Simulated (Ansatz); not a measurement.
CdS (Hawleyite):

```
CELL_PARAMETERS angstrom
0.00000 2.91650 2.91650
2.91650 0.00000 2.91650
2.91650 2.91650 0.00000
ATOMIC_POSITIONS crystal
Cd 0.00000 0.00000 0.00000
S 0.75000 0.75000 0.75000
```

Base run:

```yaml
Program: Ansatz 0.2.0
Functional: r2SCAN
Potentials_or_basis: Ansatz PAW
Cutoff: 500 eV
Density_cutoff: 2000 eV
k_mesh: 6 × 6 × 6
Occupations: fermi-dirac, width 0.05 eV
Spin: spin-orbit coupling, no magnetisation
```

Its results: band gap on the k mesh 1.58 eV, direct; pressure 1.4 GPa.

Task: The run is repeated on the same cell with these changes: functional from r2SCAN to LDA; cutoff from 500 eV to 420 eV; density cutoff from 2000 eV to 1680 eV. What comes out?

Result: Band gap on the k mesh 0.85 eV, direct; pressure -2.5 GPa.

r2SCAN gives the wider gap, since meta-GGAs in the generalised Kohn-Sham scheme recover part of the derivative discontinuity.

Caveats: the PAW data sets come from PBE, with cores solved anew for the run's functional, which leaves a small shift of forces and pressure.

Not every run made on this cell is shown here.
